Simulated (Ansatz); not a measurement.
Run this with the Ansatz DFT code, driven from Python and show what comes out.

Script `run_drho.py`:
```python
'''Density difference of Be2C against its sublattices.'''

import ansatz as az
import numpy as np

VECTORS = np.array([
    [0.0, 2.165, 2.165],
    [2.165, 0.0, 2.165],
    [2.165, 2.165, 0.0],
])
SITES = [
    ('Be', [0.25, 0.25, 0.25]),
    ('Be', [0.75, 0.75, 0.75]),
    ('C', [0.0, 0.0, 0.0]),
]


def build(cell):
    crystal = az.Crystal(lattice=az.Lattice.of(cell))
    for symbol, position in SITES:
        crystal = crystal.atom(symbol, position)
    return crystal

# same cell, cutoff and mesh for the crystal and its parts
def solve(crystal):
    return (
        crystal.calculation()
        .functional('pbe')
        .occupations('cold', width=0.05)
        .mixing('msr1', preconditioner='none')
        .initial_density(normalization='atom')
        .scf(tolerance=1e-05, lower_state_search='standard')
        .basis(460, grid_basis='typed')
        .kpoints(7, 7, 7)
        .density()
        .run(threads=1)
    )


whole = solve(build(VECTORS))
difference = whole.density().channels[0].density_e_per_ang3.copy()
binding = whole.report['free_energy_ev']
for element in ['Be', 'C']:
    part = az.Crystal(lattice=az.Lattice.of(VECTORS))
    for symbol, position in SITES:
        if symbol == element:
            part = part.atom(symbol, position)
    alone = solve(part)
    difference -= alone.density().channels[0].density_e_per_ang3
    binding -= alone.report['free_energy_ev']
    print(f'{element} sublattice: {alone.report["n_electrons"]:g} electrons, {alone.report["n_iterations"]} iterations')

voxel = abs(np.linalg.det(VECTORS)) / difference.size
print(f'energy of the crystal less its unpolarised sublattices: {binding / len(SITES):.4f} eV/atom')
print(f'net charge of the difference {difference.sum() * voxel:.5f} e, charge rearranged {0.5 * np.abs(difference).sum() * voxel:.3f} e')
print(f'extremes {difference.min():.4f} and {difference.max():.4f} e/A^3')
for (symbol, position) in SITES:
    index = tuple(int(round(p * n)) % n for p, n in zip(position, difference.shape))
    print(f'  change of the pseudo-density at the grid point nearest {symbol}: {difference[index]:+.4f} e/A^3')
profile = difference.mean(axis=(0, 1))
print('planar mean along the third vector:', np.round(profile[:: max(len(profile) // 12, 1)], 4))
```

```console
$ python run_drho.py
Be sublattice: 4 electrons, 4 iterations
C sublattice: 4 electrons, 5 iterations
energy of the crystal less its unpolarised sublattices: -3.0821 eV/atom
net charge of the difference 0.00000 e, charge rearranged 0.585 e
extremes -0.0867 and 0.3773 e/A^3
  change of the pseudo-density at the grid point nearest Be: -0.0418 e/A^3
  change of the pseudo-density at the grid point nearest Be: -0.0418 e/A^3
  change of the pseudo-density at the grid point nearest C: +0.3773 e/A^3
planar mean along the third vector: [ 0.0449  0.0378  0.0224  0.002  -0.0216 -0.0398 -0.0465 -0.0398 -0.0216
  0.002   0.0224  0.0378]
```

These settings explore the input space; cutoff and mesh may be short of convergence. Densities and potentials on the grid are those of the valence electrons, and inside the cores they hang on the potentials used. The structure is a deposited one; some such entries were measured under pressure or heat, so a shift against it needn't be the functional's error alone. Charge moved counts every rearrangement, bonding and polarisation too, and is no transfer between atoms; the bare sublattices are artificial references. Values near the nuclei depend on the potentials. Wall time of the script: 1.3 s on 1 thread of Arm Neoverse V2 (shared host), peak memory 0.28 GiB.
